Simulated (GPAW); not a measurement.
A run of GPAW 26.7.0 is set up as follows.

run.py

```python
from ase import Atoms
from ase.calculators.mixing import SumCalculator
from ase.eos import EquationOfState
from ase.io import Trajectory
from ase.units import GPa
from dftd3.ase import DFTD3
from gpaw import GPAW, PW

atoms = Atoms(['Pt'],
              cell=[[0.0, 1.9609, 1.9609],
                    [1.9609, 0.0, 1.9609],
                    [1.9609, 1.9609, 0.0]],
              scaled_positions=[[0.0, 0.0, 0.0]],
              pbc=True)

traj = Trajectory('eos.traj', 'w')
volumes, energies = [], []
for x in [0.94, 0.96, 0.98, 1.0, 1.02, 1.04, 1.06]:
    a = atoms.copy()
    a.set_cell(atoms.cell * x**(1 / 3), scale_atoms=True)
    calc = GPAW(mode=PW(600),
                xc='PBE',
                kpts={'size': (9, 9, 9), 'gamma': True},
                occupations={'name': 'fermi-dirac', 'width': 0.05},
                nbands=17,
                convergence={'density': 1e-05, 'energy': 1e-05},
                maxiter=150,
                txt=f'eos-{x:.2f}.txt')
    a.calc = SumCalculator([calc, DFTD3(method='pbe', damping='d3bj')])
    energies.append(a.get_potential_energy())
    volumes.append(a.get_volume())
    p = -a.get_stress()[:3].mean() / GPa
    calc.write(f'eos-{x:.2f}.gpw')
    traj.write(a)
    print(f'{x:.2f} {volumes[-1]:10.4f} A^3 {energies[-1]:14.6f} eV {p:9.3f} GPa', flush=True)

v0, e0, B = EquationOfState(volumes, energies, eos='birchmurnaghan').fit()
print(f'V0 = {v0:.4f} A^3, E0 = {e0:.6f} eV, B0 = {B / GPa:.2f} GPa')
```

Potentials or basis: GPAW PAW data sets (gpaw-data 1.2.1), pw.

The run is started by

```bash
$ OMP_NUM_THREADS=1 python run.py
```

What does it give for the equilibrium volume?

15.11 Å³/atom.

Estimate the pressure derivative of the bulk modulus.

5.4.

What does it give for the bulk modulus?

275 GPa.

Energy against volume, from the lowest point:
| volume (Å³/atom) | energy (meV/atom) |
| --- | --- |
| 14.175 | 57.19 |
| 14.477 | 25.12 |
| 14.778 | 6.60 |
| 15.080 | 0.00 |
| 15.381 | 3.91 |
| 15.683 | 17.05 |
| 15.985 | 38.34 |

Spin-orbit coupling is left out, which matters for the levels of Pt.
